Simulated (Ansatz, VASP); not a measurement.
# Sb: VASP beside Ansatz

```
Sb
1.0
     1.95308   -6.19556    0.00000
     1.95308    6.19556    0.00000
     0.00000    0.00000    5.16887
Sb
4
Direct
  0.09800 0.90200 0.91000
  0.59800 0.40200 0.59000
  0.90200 0.09800 0.09000
  0.40200 0.59800 0.41000
```

Alike in both runs: task relaxation of cell and atoms; functional PBEsol; k mesh 6 × 6 × 4; occupations gaussian, width 0.1 eV; no spin polarisation.

|  | VASP | Ansatz |
| --- | --- | --- |
| version | VASP 6.6.1 | Ansatz 0.2.0 |
| potentials or method | VASP PAW PBE potentials, release 64 (Sb) | scalar-relativistic, plane waves, PAW |
| plane-wave cutoff (eV) | 600 | 420 |
| valence electrons in the cell | 20 | 60 |

Ansatz gave:

```
gap on the k mesh at the Fermi level, each at its own relaxed structure (eV) : none
relaxed volume (Å³/atom)                                                     : 29.53
relaxed cell length with the largest relative difference (Å)                 : 4.518
energy change over the relaxation (meV/atom)                                 : -613
```

Estimate VASP's values.

gap on the k mesh at the Fermi level, each at its own relaxed structure (eV): none; relaxed volume (Å³/atom): 29.44; relaxed cell length with the largest relative difference (Å): 4.474; energy change over the relaxation (meV/atom): -656.

A gap of «none» marks a metal or a gap that the smearing closes. The two sets of potentials don't hold the same shells in valence.

Caveats: the PAW data sets were made with another functional, which shifts forces and pressure a little (VASP). The runs have no spin-orbit coupling, so splittings on Sb are missing.
